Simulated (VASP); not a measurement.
ZrB, 2 atoms in the cell. It takes space group Fm-3m (No. 225, cubic). The conventional cell has a = 4.903 Å, b = 4.903 Å, c = 4.903 Å, α = 90.00°, β = 90.00°, γ = 90.00°. Around Zr (site symmetry m-3m) lie 6 B at 2.45 Å. B (site symmetry m-3m) is surrounded by 6 Zr at 2.45 Å. 

```yaml
Program: VASP 6.6.1
Task: single point
Functional: PBE
Potentials_or_basis: VASP PAW PBE potentials, release 64 (Zr_sv, B)
Cutoff: 520 eV
k_mesh: 20 × 20 × 20
Occupations: gaussian, width 0.1 eV
Spin: no spin polarisation
Dipole_correction: no
Further_INCAR_settings: ALGO = Fast; EDIFF = 1e-06; NBANDS = 14
```

Potentials or basis: VASP PAW PBE potentials, release 64 (Zr_sv, B).

Command:

```sh
$ cat potpaw_PBE.64/Zr_sv/POTCAR potpaw_PBE.64/B/POTCAR > POTCAR
$ mpirun -np 1 vasp_std > vasp.out
```

Hardware: 1 thread of Intel(R) Xeon(R) Platinum 8375C CPU @ 2.90GHz (Ice Lake) (shared host).

Problem. Estimate the wall time of this run.

Solution. It took 110 s on 1 thread of Intel(R) Xeon(R) Platinum 8375C CPU @ 2.90GHz (Ice Lake) (shared host), peak memory 0.24 GiB. Counts: scf iterations 17, k points 256.
